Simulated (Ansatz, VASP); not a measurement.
## P: VASP beside Ansatz

File INCAR:

```
SYSTEM = P
  PREC = Accurate
  ENCUT = 520
  EDIFF = 1E-7
  ISMEAR = 0
  SIGMA = 0.05
  LREAL = .False.
  LASPH = .True.
  NELM = 100
  ALGO = Fast
  ISIF = 2
  LWAVE = .False.
  LCHARG = .True.
  GGA = PE
  IVDW = 12
  LELF = .True.
  LVHAR = .True.
  NBANDS = 8
```

Contents of KPOINTS:

```
Automatic mesh
0
Gamma
  8 8 8
  0 0 0
```

Contents of POSCAR:

```
P
1.0
   -1.4984438918      1.4984438918      1.4984438918
    1.4984438918     -1.4984438918      1.4984438918
    1.4984438918      1.4984438918     -1.4984438918
P
1
Direct
    0.0000000000      0.0000000000      0.0000000000
```

Input for Ansatz:

```yaml
crystal:
  lattice:
    - [-1.4984438918, 1.4984438918, 1.4984438918]
    - [1.4984438918, -1.4984438918, 1.4984438918]
    - [1.4984438918, 1.4984438918, -1.4984438918]
  atoms:
    - { symbol: P, position: [0.0, 0.0, 0.0] }
basis:
  ecutwfc: 420
  ecutrho_ratio: 4
kpoints:
  mp_grid: { grid: [8, 8, 8] }
hamiltonian:
  xc: pbe
  dispersion: d3bj
scf:
  occupations: { method: gaussian, width: 0.05 }
output:
  forces: true
  stress: true
  eigenvalues: true
```

Alike in both runs: task single point; functional PBE; dispersion D3(BJ); k mesh 8 × 8 × 8; occupations gaussian, width 0.05 eV; no spin polarisation.

|  | VASP | Ansatz |
| --- | --- | --- |
| version | VASP 6.6.1 | Ansatz 0.2.0 |
| potentials or method | VASP PAW PBE potentials, release 64 (P) | scalar-relativistic, plane waves, PAW |
| plane-wave cutoff (eV) | 520 | 420 |
| valence electrons in the cell | 5 | 5 |

```tsv
	VASP	Ansatz	Ansatz less VASP
gap on the k mesh at the Fermi level (eV)	none	none	-
pressure (GPa)	-0.2	0.0	+0.25
```

A gap of «none» marks a metal or a gap that the smearing closes.

Caveats: the k mesh is coarse (spacing up to 0.37 Å⁻¹), so the values aren't converged; pairwise dispersion overbinds metals, which lowers pressure and volume.
